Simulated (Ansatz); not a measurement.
# Hg: the cost of one run

Method: DFT PBE+D3(BJ), scalar-relativistic, plane waves, PAW, in Ansatz 0.2.0.

5 further runs of the same task are left out: 2 that didn't finish, 3 set aside as unsound or not needed.

## 1. The starting structure

The structure is hexagonal, space group P6/mmm (No. 191). Conventional cell: a = 5.326 Å, b = 5.326 Å, c = 3.139 Å, α = 90.00°, β = 90.00°, γ = 120.00°. Around Hg (site symmetry -6m2) lie 11 Hg at 3.08 to 3.45 Å. Around Hg (site symmetry 6/mmm) lie 14 Hg at 3.14 to 3.45 Å.

Structure file:

```xyz
3
Lattice="5.3261 0.0000 0.0000 -2.6631 4.6126 0.0000 0.0000 0.0000 3.1389" Properties=species:S:1:pos:R:3 pbc="T T T"
Hg    0.0000    3.0750    1.5695
Hg    0.0000    0.0000    0.0000
Hg    2.6631    1.5375    1.5695
```

It is the result of an earlier relaxation at this level (volume 25.70 Å³/atom; gap on the mesh: none (metal)).

## 2. Bands, states and charges

Input file input.yaml:

```yaml
crystal:
  lattice:
    - [5.326142024, 0.0, 0.0]
    - [-2.663071012, 4.612574297, 0.0]
    - [0.0, 0.0, 3.138905729]
  atoms:
    - { symbol: Hg, position: [0.3333333333, 0.6666666667, 0.5] }
    - { symbol: Hg, position: [0.0, 0.0, 0.0] }
    - { symbol: Hg, position: [0.6666666667, 0.3333333333, 0.5] }
basis:
  ecutwfc: 420
kpoints:
  mp_grid: { grid: [9, 9, 14] }
  band_path:
    path:
      - [[0.0, 0.0, 0.0], [0.5, 0.0, 0.0], [0.33333333, 0.33333333, 0.0], [0.0, 0.0, 0.0], [0.0, 0.0, 0.5], [0.5, 0.0, 0.5], [0.33333333, 0.33333333, 0.5], [0.0, 0.0, 0.5]]
      - [[0.5, 0.0, 0.5], [0.5, 0.0, 0.0]]
      - [[0.33333333, 0.33333333, 0.5], [0.33333333, 0.33333333, 0.0]]
    npoints: 14
hamiltonian:
  xc: pbe
  dispersion: d3bj
scf:
  occupations: { method: gaussian, width: 0.1 }
  n_extra_bands: 7
output:
  forces: true
  stress: true
  eigenvalues: true
  populations: true
  dos: { projected: true, de: 0.02, nscf_kmesh: { grid: [14, 14, 21] } }
  bader: true
```

On the command line:

```sh
> ansatz run input.yaml --threads 1 --pin off --max-ram 2560MiB --backend cpu --events-out ev --progress --plain --runs-dir out
```

**Question.** How long does this run take on 1 thread of Arm Neoverse V1, shared host, and how much memory does it need?

About 55 s, with a peak of 0.63 GiB.
